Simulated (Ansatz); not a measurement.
## AgBr (Fm-3m): from the cell to its phonons

Aim: the phonons of AgBr (Fm-3m) at a cell relaxed beforehand at this level. After the zone centre comes a 4×4×4 q mesh on a 8×8×8 k mesh.

Main program and level: Ansatz 0.2.0; DFT PBE, scalar-relativistic, plane waves, PAW; PAW set soft_1.

The database entry behind the starting cell differs from later determinations by our own check (about 0.6 % short of the room-temperature cell), so it need not match the best structure at ambient conditions.

### Step 1. Starting point

The structure is cubic, space group Fm-3m (No. 225). Conventional cell: a = 5.842 Å, b = 5.842 Å, c = 5.842 Å, α = 90.00°, β = 90.00°, γ = 90.00°. Ag has 6 Br at 2.92 Å nearest. Nearest to Br lie 6 Ag at 2.92 Å. Farther neighbours and most contacts between anions are not listed.

As a file:

```cif
data_structure
_symmetry_space_group_name_H-M 'Fm-3m'
_symmetry_Int_Tables_number 225
_cell_length_a 5.8416
_cell_length_b 5.8416
_cell_length_c 5.8416
_cell_angle_alpha 90.000
_cell_angle_beta 90.000
_cell_angle_gamma 90.000
_cell_volume 199.34
loop_
_atom_site_label
_atom_site_type_symbol
_atom_site_symmetry_multiplicity
_atom_site_Wyckoff_symbol
_atom_site_fract_x
_atom_site_fract_y
_atom_site_fract_z
_atom_site_occupancy
Ag1 Ag 4 a 0.00000 0.00000 0.00000 1
Br1 Br 4 b 0.50000 0.00000 0.00000 1
```

### Step 2. Zone-centre response

The cell comes from relaxations at this level that are not shown. The zone centre comes first: it holds the modes that light can see, as far as symmetry allows. The response to a homogeneous field gives the Born charges and the dielectric tensor.

Contents of input.yaml:

```yaml
crystal:
  lattice:
    - [0.0, 2.9208040502, 2.9208040502]
    - [2.9208040502, 0.0, 2.9208040502]
    - [2.9208040502, 2.9208040502, 0.0]
  atoms:
    - { symbol: Ag, position: [0.0, 0.0, 0.0] }
    - { symbol: Br, position: [0.5, 0.5, 0.5] }
kpoints:
  mp_grid: { grid: [8, 8, 8] }
hamiltonian:
  xc: pbe
  pseudopotentials: { kind: paw, azcp: { folder: soft_1 } }
scf:
  occupations: { method: fixed }
output:
  eigenvalues: true
phonons:
  method: dfpt
  dielectric: true
  rigid_motions: translations
```

On the command line:

```bash
$ ansatz run input.yaml --threads 4 --pin off --max-ram 10240MiB --backend cpu --events-out ev --progress --plain --runs-dir out
```

Numbers of over 12 decimals in the logs are rounded to 6 here.

What it wrote:

```text
Engine: ansatz 0.2.0, aarch64-unknown-linux-gnu
Pseudopotentials: kind: paw
Pseudopotential: Ag, paw, valence charge 19, recommended cutoff 420 eV (normal), soft_1/Ag.paw.azcp
Pseudopotential: Br, paw, valence charge 7, recommended cutoff 420 eV (normal), soft_1/Br.paw.azcp
Functional definition: PBE
  parameter kappa = 0.804
  parameter beta = 0.066725
  exchange = pbe_x(kappa = kappa, mu = beta*pi^2/3)
  correlation = pbe_c(beta = beta)
Crystal: 2 atoms, lattice volume = 49.835 Å³
Basis set: ecut = 420 eV, 941 PW (Γ), exchange–correlation on 60×60×60 points (8 copies of the dense FFT grid, shifted against one another)
Bands: 17, of which v1, the nominal top of the filled ones, is band 13 counted from 1 (12 counted from 0)
Symmetry: 48 space group operations
k-points: 59 of 512 (irreducible under 8 space group operations, time reversal used)
Non-local potential: Ag, projectors of the file, l = 0: 3, l = 1: 2, l = 2: 2, l = 3: 1
Non-local potential: Br, projectors of the file, l = 0: 2, l = 1: 2, l = 2: 2
PAW form: soft (Blöchl's): semilocal exchange-correlation on the pseudo side does not see the compensation charge
PAW one-centre angular grid: Ag, 590 points (default); XC on 64 Gauss nodes
PAW one-centre angular grid: Br, 110 points (default); XC on 64 Gauss nodes
Initial density: superposition of atomic densities (chi_scale 0.1, normalization cell, long waves kept (reshape's long-wave potential 0.00 eV rms))
Initial wavefunctions: pseudopotential atomic-orbital guess
Functional: x = pbe(κ = 0.804, μ = 0.219515), c = pbe(β = 0.066725)
SCF iter   1: F=—  HF=-10374.829709 eV  |F-HF|=—  |Δ(HF+E_count)|=         —  Δρ=4.35e-2  dr2=1.21e0  ethr=3.10e-3  ⟨swp⟩=4.2  Hψ=3895  notcnv=0  defer=36
preconditioner: auto → none  [insulator: Δε(μ)=0.721 eV  Ē_g=10.876 eV  n_scr=14 (ndim 8)  ℏωp=22.3 eV  f_vac=0.013  ε∞_Penn≈5.2]
SCF iter   2: F=—  HF=-10374.527157 eV  |F-HF|=—  |Δ(HF+E_count)|=   3.03e-1  Δρ=2.66e-2  dr2=3.11e-1  ethr=3.10e-3  ⟨swp⟩=3.1  Hψ=2499  notcnv=0  defer=86
SCF iter   3: F=—  HF=-10374.437966 eV  |F-HF|=—  |Δ(HF+E_count)|=   8.92e-2  Δρ=5.07e-3  dr2=4.11e-3  ethr=1.20e-3  ⟨swp⟩=2.1  Hψ=1932  notcnv=0  defer=109
SCF iter   4: F=—  HF=-10374.440990 eV  |F-HF|=—  |Δ(HF+E_count)|=   3.02e-3  Δρ=1.83e-3  dr2=1.17e-3  ethr=1.58e-5  ⟨swp⟩=2.5  Hψ=1624  notcnv=0  defer=116
SCF iter   5: F=—  HF=-10374.440813 eV  |F-HF|=—  |Δ(HF+E_count)|=   1.77e-4  Δρ=3.19e-4  dr2=6.50e-5  ethr=4.50e-6  ⟨swp⟩=2.8  Hψ=1860  notcnv=0  defer=116
SCF iter   6: F=—  HF=-10374.440797 eV  |F-HF|=—  |Δ(HF+E_count)|=   1.54e-5  Δρ=1.56e-4  dr2=1.48e-5  ethr=2.50e-7  ⟨swp⟩=2.0  Hψ=1485  notcnv=0  defer=2
SCF iter   7: F=—  HF=-10374.440788 eV  |F-HF|=—  |Δ(HF+E_count)|=   9.54e-6  Δρ=3.72e-5  dr2=8.72e-7  ethr=5.71e-8  ⟨swp⟩=2.1  Hψ=1387  notcnv=0
SCF iter   8: F=—  HF=-10374.440795 eV  |F-HF|=—  |Δ(HF+E_count)|=   7.29e-6  Δρ=6.33e-6  dr2=2.06e-8  ethr=3.35e-9  ⟨swp⟩=2.0  Hψ=1372  notcnv=0
SCF iter   9: F=-10374.440795 eV  HF=-10374.440795 eV  |F-HF|=9.82e-11  |Δ(HF+E_count)|=   6.32e-9  Δρ=4.58e-7  dr2=8.38e-11  ethr=1.00e-12  ⟨swp⟩=6.4  Hψ=6518  notcnv=0
SCF 1 converged in 9 iterations: F = -10374.440795 eV  dr2 = 8.38e-11
  greatest PAW one-centre occupation: 1.001 electrons in one spin orbital (limit 2), on the Ag atom at site 0 (counted from 0), in its partial waves of l = 0
DFPT response loops at Γ: preconditioner auto → none (the input reference at scf.mixing.eps_inf says where Resta's filter doesn't serve); β = 0.50; Broyden in place of MSR1
── the response to a field inside a basis, on 8×8×8 k-points: an SCF that follows is theirs, and a resumed run solves both again ──
Bands: 14, of which v1, the nominal top of the filled ones, is band 13 counted from 1 (12 counted from 0)
k-points: 60 of 512 (irreducible under 12 space group operations)
Initial density: handed on by an earlier stage of this run
Initial wavefunctions: pseudopotential atomic-orbital guess (no wavefunctions were taken with the density)
Eigensolver: Dense (60 Hₖ)
SCF iter   1: F=—  HF=-10374.437491 eV  |F-HF|=—  |Δ(HF+E_count)|=         —  Δρ=3.87e-4  dr2=9.00e-6  ethr=1.00e-1
preconditioner: auto → none  [insulator: Δε(μ)=0.980 eV  Ē_g=7.364 eV  n_scr=14 (ndim 8)  ℏωp=22.3 eV  f_vac=0.029  ε∞_Penn≈10.2]
SCF iter   2: F=—  HF=-10374.437505 eV  |F-HF|=—  |Δ(HF+E_count)|=   1.39e-5  Δρ=1.94e-4  dr2=4.20e-6  ethr=3.46e-8
SCF iter   3: F=—  HF=-10374.437510 eV  |F-HF|=—  |Δ(HF+E_count)|=   5.39e-6  Δρ=8.12e-5  dr2=1.34e-6  ethr=1.62e-8
SCF iter   4: F=-10374.437511 eV  HF=-10374.437511 eV  |F-HF|=1.33e-8  |Δ(HF+E_count)|=   3.00e-7  Δρ=1.18e-5  dr2=4.42e-8  ethr=5.14e-9
SCF 1 converged in 4 iterations: F = -10374.437511 eV  dr2 = 4.42e-8
  greatest PAW one-centre occupation: 1.000 electrons in one spin orbital (limit 2), on the Ag atom at site 0 (counted from 0), in its partial waves of l = 0
DFPT response loops at Γ: mixed as the last ones told, above
SCF converged after 9 iterations
Free energy (F): -10374.440795 eV
Harris-Foulkes:  -10374.440795 eV  (|F-HF|=9.82e-11)
Internal energy: -10374.440795 eV  (E = F + TS)
E sigma→0 (E₀):  -10374.440795 eV
Fermi energy:    7.321568 eV
--- Per-component energies (eV) ---
  E_band       = -379.299392
  E_kinetic    = 599.767220
  E_local      = -3271.991056  (includes V_loc(G=0)·N_el)
  E_nonlocal   = 85.654666
  E_hartree    = 1512.039841
  E_xc         = -353.775635
  E_vxc        = -307.250044  (∫ρ·V_xc dr)
  E_paw        = -6272.012167  (= ΣΔE_a)
  E_vpaw       = -509.559553  (= ΣTr[D̂ρ^β])
  E_aug_tail   = 0.000378  (compensation charges beyond the density's cutoff)
  E_ewald      = -2674.124042
  E_smearing   = -0.000000  (= −TS)
  E_closure    = 0.000000  (closes the sum)
  Σ components = -10374.440795   (vs F -10374.440795, Δ=0.00e0)
--- Band table (eV; the first three rows and the last of 59) ---
  k-point 0: bands = [... 9 lower, 4.7372, 5.5737, 5.5737, 5.5737, 8.0093, 17.2577, 17.2577, 17.2577]
  k-point 1: bands = [... 9 lower, 4.7748, 5.2247, 5.9949, 5.9949, 8.8190, 15.9370, 16.8591, 16.8591]
  k-point 2: bands = [... 9 lower, 4.8679, 5.1800, 6.6274, 6.6274, 10.1442, 14.4791, 15.5719, 15.5719]
  k-point 58: bands = [... 9 lower, 5.0969, 5.2032, 5.2032, 5.9324, 11.0349, 14.4535, 14.9869, 14.9869]
--- Phonons (Γ-DFPT): 2 representative perturbations + reference, on 59 of 512 k-points (Σ response iterations 6) ---
  k mesh reduced under 8 symmetry operations, with k and −k counted as one. Each operation leaves every solved perturbation unchanged. A smaller set is not considered because the run solves the response to a homogeneous field
  ASR residual: 1.507e-4 → 0.000e0 eV/Å²; symmetrization residual: 6.099e-6 eV/Å²
  ASR residual per site (eV/Å²): 1.51e-4 4.89e-5
  Γ frequencies (cm⁻¹): 0.00 0.00 0.00 67.64 67.64 67.64
  ε∞ (high-frequency dielectric tensor):
        5.921564     0.000000    -0.000000
        0.000000     5.921564     0.000000
       -0.000000     0.000000     5.921564
  ε⁰ (static dielectric tensor: ions relaxed, cell fixed):
       17.142957    -0.000000     0.000000
       -0.000000    17.142957     0.000000
        0.000000     0.000000    17.142957
  ε⁰ − ε∞ (ionic part):
       11.221393    -0.000000     0.000000
       -0.000000    11.221393     0.000000
        0.000000     0.000000    11.221393
  softest optical mode at Γ: 67.64 cm⁻¹; the repairs (sum rule, projections) moved no ω² at Γ by more than (0.71 cm⁻¹)²
  Born effective charges Z* (e; rows j = field, columns β = displacement):
    site 0:
         1.54493   -0.00000    0.00000
         0.00000    1.54493   -0.00000
         0.00000   -0.00000    1.54493
    site 1:
        -1.54493    0.00000   -0.00000
        -0.00000   -1.54493    0.00000
        -0.00000    0.00000   -1.54493
  Z* charge neutrality: 2.122e-4 e pre-enforcement
  solved inside a basis spanned on kpoints, on 8×8×8 k-points, its susceptibility summed on 12×12×12: ε∞ is read to err by 1.6e-2, Z* by 2.0e-2 e (field_mesh: kpoints solves on kpoints); Z* is corrected for what the basis lacks
  optical modes at Γ without the LO–TO term, one row a degenerate level:
      ω (cm⁻¹)  modes    IR ((D/Å)²/amu)
         67.64      3             3.5989
  optical modes at Γ + LO–TO along q̂ = [1.0000, 0.0000, 0.0000]:
      ω (cm⁻¹)  modes    IR ((D/Å)²/amu)
         67.64      2             2.3993
        115.09      1             1.1996
  optical modes at Γ + LO–TO along q̂ = [0.0000, 1.0000, 0.0000]:
      ω (cm⁻¹)  modes    IR ((D/Å)²/amu)
         67.64      2             2.3993
        115.09      1             1.1996
  optical modes at Γ + LO–TO along q̂ = [0.0000, 0.0000, 1.0000]:
      ω (cm⁻¹)  modes    IR ((D/Å)²/amu)
         67.64      2             2.3993
        115.09      1             1.1996
```

Elapsed: 16 s, on 4 threads of Arm Neoverse V1, shared host; peak memory 0.53 GiB; 60 s of CPU time.

The column dr2 measures how far the density is from self-consistency, as an energy; F and HF (Harris–Foulkes) agree once it is small.

This step gave:

* gap on the k-mesh: 0.6878 eV
* volume per atom: 24.92 Å³
* sum-rule residual before enforcement: 1.51e-4 eV/Å²
* miss of the charge sum rule: 2.12e-4 e
* estimated error of the dielectric tensor: 0.01561
* estimated error of the Born charges: 0.01972 e
* point group: m-3m
* highest optical mode at the zone centre (no LO-TO term): 67.64 cm⁻¹
* lowest optical zone-centre mode: 67.64 cm⁻¹
* mean high-frequency dielectric constant: 5.922
* largest Born charge (third of the trace): 1.545 e
* mean static dielectric constant: 17.14
* top of the zone-centre spectrum with the field: 115.1 cm⁻¹

Without the LO-TO term. Patterns of degenerate modes are one choice out of their space. Modes at Γ, with each element's share of the kinetic energy:

| mode | frequency (cm⁻¹) | symmetry | Ag % | Br % |
| --- | --- | --- | --- | --- |
| 1 | 0.0 | acoustic | 57 | 43 |
| 2 | 0.0 | acoustic | 57 | 43 |
| 3 | 0.0 | acoustic | 57 | 43 |
| 4 | 67.6 | T1u | 43 | 57 |
| 5 | 67.6 | T1u | 43 | 57 |
| 6 | 67.6 | T1u | 43 | 57 |

Displacements in mode 6 (67.6 cm⁻¹), the largest set to 1:
```
Ag1  0.00  0.00 -0.74
Br2  0.00  0.00  1.00
```

Optical modes at the zone centre, without and with the macroscopic field of the longitudinal modes; each column is sorted by frequency, so a row need not hold one and the same mode. Modes with and without the field, by row:

| rank among optical modes | no field (cm⁻¹) | q along (1, 0, 0) (cm⁻¹) |
| --- | --- | --- |
| 1 | 67.6 | 67.6 |
| 2 | 67.6 | 67.6 |
| 3 | 67.6 | 115.1 |

Born charge (rows field, columns displacement) (e), principal values of the symmetric part by kind of site:

| atom | atoms with these values | low | middle | high | mean |
| --- | --- | --- | --- | --- | --- |
| Ag1 | 1 | 1.54 | 1.54 | 1.54 | 1.54 |
| Br2 | 1 | -1.54 | -1.54 | -1.54 | -1.54 |

In full for Br2:

```
-1.54  0.00  0.00
 0.00 -1.54  0.00
 0.00  0.00 -1.54
```

High-frequency dielectric tensor:

```
5.92 0.00 0.00
0.00 5.92 0.00
0.00 0.00 5.92
```

Static dielectric tensor (ions relaxed, fixed cell):

```
17.14  0.00  0.00
 0.00 17.14  0.00
 0.00  0.00 17.14
```

Transverse modes. Infrared lines, with heights relative to the strongest:

| position (cm⁻¹) | label | relative intensity |
| --- | --- | --- |
| 68 | T1u | 100 |

Before it was imposed, the acoustic sum rule was missed by 1.5e-4 eV/Å² and the charge sum rule by 2.1e-4 e. Small misses are needed for a sound result but don't prove that mesh and cutoff are converged. The lowest optical mode is real, 67.6 cm⁻¹.

(Continued in part 2 of 3.)

[Logs are printed without paths, hosts, clocks, repeated set-up lines and the standing remarks that a program may print on its own settings, such as how far it seeks lower states.]

[Hosts, paths, dates, database ids (printed as entryN), source tags and the programs' standing remarks are cut or masked in the printed files.]
